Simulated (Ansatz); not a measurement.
ZnTe (zinc blende)

```yaml
crystal:
  lattice:
    - [0.00000, 3.05670, 3.05670]
    - [3.05670, 0.00000, 3.05670]
    - [3.05670, 3.05670, 0.00000]
  atoms:
    - { symbol: Te, position: [0.75000, 0.75000, 0.75000] }
    - { symbol: Zn, position: [0.00000, 0.00000, 0.00000] }
```

In each cell atom 2 (Zn, nearest neighbour Te at 2.647 Å; its periodic images, 4.3 Å or more away, move with it) moves by s·(0.707, 0.707, 0.000) (along Cartesian [110]), the rest being held.

These are r2SCAN (plane waves to 500 eV, PAW, scalar-relativistic; Ansatz, an electronic-structure program) values and carry that method's errors. k mesh 8×8×8 (Γ-centred), Fermi-Dirac smearing 0.05 eV. E stands for the smeared free energy. Spin-orbit coupling is left out, though Te is heavy. ZnTe was relaxed with its symmetry unable to fall. ΔE is measured from the undisplaced structure.

Successive frames, forces in eV/Å:

```csv
frame,ΔE (eV/cell),F on Te1,F on Zn2
s = -0.260 Å,0.1732,"(-0.977, -0.977, -0.577)","(0.977, 0.977, 0.577)"
s = -0.208 Å,0.1094,"(-0.762, -0.762, -0.365)","(0.762, 0.762, 0.365)"
s = -0.156 Å,0.0609,"(-0.559, -0.559, -0.204)","(0.559, 0.559, 0.204)"
s = -0.104 Å,0.0269,"(-0.367, -0.367, -0.090)","(0.367, 0.367, 0.090)"
```

What are the energy and the forces in the next frame, s = -0.052 Å?

ΔE (eV/cell) = 0.0067.

| atom | Fx | Fy | Fz |
|---|---|---|---|
| Te1 | -0.182 | -0.182 | -0.022 |
| Zn2 | 0.182 | 0.182 | 0.022 |

(For displaced atoms, the force is minus the slope of the energy, and its curvature is a force constant, which sets phonon frequencies.)
